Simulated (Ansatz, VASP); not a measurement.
# AlN: VASP beside Ansatz

File INCAR:

```
  PREC = Accurate
  ENCUT = 520
  EDIFF = 1E-6
  ISMEAR = -1
  SIGMA = 0.05
  LREAL = False
  LASPH = True
  NELM = 80
  ALGO = Normal
  ISIF = 2
  LWAVE = False
  LCHARG = True
  GGA = B5
  ALDAX = 1.0
  AGGAX = 1.0
  AGGAC = 1.0
  ALDAC = 0.0
  LELF = True
  LVHAR = True
  NBANDS = 16
```

Contents of KPOINTS:

```
regular mesh
0
Gamma
  10 10 6
```

Contents of POSCAR:

```
AlN
1.0
    3.1740547162      0.0000000000      0.0000000000
   -1.5870273581      2.7488120173      0.0000000000
    0.0000000000      0.0000000000      5.0786914685
Al N
2 2
Direct
    0.6666666667      0.3333333333      0.5000000000
    0.3333333333      0.6666666667      0.0000000000
    0.6666666667      0.3333333333      0.8800000000
    0.3333333333      0.6666666667      0.3800000000
```

File input.yaml:

```yaml
crystal:
  lattice:
    - [3.1740547162, 0.0, 0.0]
    - [-1.5870273581, 2.7488120173, 0.0]
    - [0.0, 0.0, 5.0786914685]
  atoms:
    - { symbol: Al, position: [0.6666666667, 0.3333333333, 0.5] }
    - { symbol: Al, position: [0.3333333333, 0.6666666667, 0.0] }
    - { symbol: "N", position: [0.6666666667, 0.3333333333, 0.88] }
    - { symbol: "N", position: [0.3333333333, 0.6666666667, 0.38] }
hamiltonian:
  xc: blyp
  pseudopotentials: { kind: paw }
kpoints:
  mp_grid: { grid: [10, 10, 6] }
scf:
  occupations: { method: fermi_dirac, width: 0.05 }
output:
  forces: true
  stress: true
  eigenvalues: true
```

Alike in both runs: task single point; functional BLYP; k mesh 10 × 10 × 6; occupations fermi-dirac, width 0.05 eV; no spin polarisation.

|  | VASP | Ansatz |
| --- | --- | --- |
| version | VASP 6.6.1 | Ansatz 0.2.0 |
| potentials or method | VASP PAW PBE potentials, release 64 (Al, N) | Ansatz PAW |
| plane-wave cutoff (eV) | 520 | 420 |
| valence electrons in the cell | 16 | 16 |

|  | VASP | Ansatz | Ansatz less VASP |
| --- | --- | --- | --- |
| gap on the k mesh at the Fermi level (eV) | 3.98 | 3.99 | +0.005 |
| least direct gap on the mesh (eV) | 3.98 | 3.99 | +0.005 |
| pressure (GPa) | -4.1 | -4.4 | -0.34 |
| largest component of the traceless stress (GPa) | 1.58 | 1.55 | -0.025 |
| rms of the force components (eV/Å) | 0.042 | 0.042 | -0.0009 |

Atom by atom the forces differ by 0.001 eV/Å (rms over components). With one functional, cell and mesh, what is left measures potentials, basis and numerics.

Caveats: the PAW data sets were made with another functional, which shifts forces and pressure a little (VASP); the pressure holds a Pulay correction of +0.6 GPa for the finite cutoff (Ansatz); the PAW data sets come from PBE, with cores solved anew for the run's functional, which leaves a small shift of forces and pressure (Ansatz). A k mesh can miss the band edges.
